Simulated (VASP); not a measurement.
Wanted: the native input for a VASP 6.6.1 run.

```yaml
Task: single point
Functional: PBE
Dispersion: D3(BJ)
Potentials_or_basis: VASP PAW PBE potentials, release 64 (S, Mo_sv)
Cutoff: 520 eV
k_mesh: 12 × 12 × 1
Occupations: gaussian, width 0.01 eV
Spin: no spin polarisation
Dipole_correction: no
Further_INCAR_settings: ALGO = Fast; EDIFF = 1e-06; NBANDS = 64
```

The structure of MoS2 lies in POSCAR:

```
MoS2
1.0
    3.1504611375      0.0000000000      0.0000000000
   -1.5752305687      2.7283793787      0.0000000000
    0.0000000000      0.0000000000     36.5700000000
S Mo
8 4
Direct
    0.3333333333      0.6666666667      0.2089025366
    0.3333333333      0.6666666667      0.2946119886
    0.6666666667      0.3333333333      0.3745014656
    0.6666666667      0.3333333333      0.4601224332
    0.3333333333      0.6666666667      0.5398775668
    0.3333333333      0.6666666667      0.6254985344
    0.6666666667      0.3333333333      0.7053880114
    0.6666666667      0.3333333333      0.7910974634
    0.6666666667      0.3333333333      0.2517797269
    0.3333333333      0.6666666667      0.4173123225
    0.6666666667      0.3333333333      0.5826876775
    0.3333333333      0.6666666667      0.7482202731
```

The cell was built by a generator and needn't be a form met in nature.

These files were run (other wordings do the same):

INCAR

```
SYSTEM = MoS2
PREC = Accurate
ENCUT = 520
EDIFF = 1E-6
ISMEAR = 0
SIGMA = 0.01
LREAL = .FALSE.
LASPH = .TRUE.
NELM = 100
ALGO = Fast
ISIF = 2
LWAVE = .FALSE.
LCHARG = .FALSE.
GGA = PE
IVDW = 12
NBANDS = 64
```

KPOINTS

```
Automatic mesh
0
G
  12 12 1
  0 0 0
```

Potentials or basis: VASP PAW PBE potentials, release 64 (S, Mo_sv).

Run with:

```bash
$ cat potpaw_PBE.64/S/POTCAR potpaw_PBE.64/Mo_sv/POTCAR > POTCAR
$ mpirun -np 1 vasp_std > vasp.out
```

Results of the run:

| Property | Result |
| --- | --- |
| Largest force | 0.014 eV/Å |
| Band gap on the k mesh | 0.94 eV, indirect (least direct gap 1.72 eV) |
| Dispersion energy per atom | -0.406 eV |

Run time: 6.2 min on 1 thread of Intel(R) Xeon(R) 6975P-C (Granite Rapids), on a shared host, peak memory 0.54 GiB.
